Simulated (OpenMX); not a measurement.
AlN in OpenMX: the effect of biaxial strain

The system is AlN.

```
CELL_PARAMETERS angstrom
0.00000 2.09663 2.18399
2.09663 0.00000 2.18399
2.09663 2.09663 0.00000
ATOMIC_POSITIONS crystal
Al 0.00000 0.00000 0.00000
N 0.25000 0.25000 0.25000
```

Measurements of this composition are mostly on another form, of space group No. 186.

Alike in all runs:

| Quantity | Value |
| --- | --- |
| Program | OpenMX 3.8.5 |
| Task | band structure |
| Functional | PBE |
| Potentials or basis | OpenMX 2013 PBE set, Al7.0-s2p2d1, N6.0-s2p2d1, grid cutoff 400 Ry |
| k mesh | 7 × 7 × 7 |
| Occupations | fermi-dirac, width 0.05 eV |
| Spin | no spin polarisation |

```csv
biaxial strain,pressure (GPa)
-4 %,?
-2 %,13.3
0 %,4.0
2 %,-3.8
4 %,-10.3
```

**Question.** What does the run with biaxial strain -4 % give?

**Answer.** Pressure 24.2 GPa.

Worked out: A parabola through the other rows of the pressure, of slope -5.68 GPa per % there, extrapolates to 23.9 GPa, against the run's 24.2.

Caveats: the basis of atomic orbitals isn't converged, which shifts pressures, moduli and gaps.
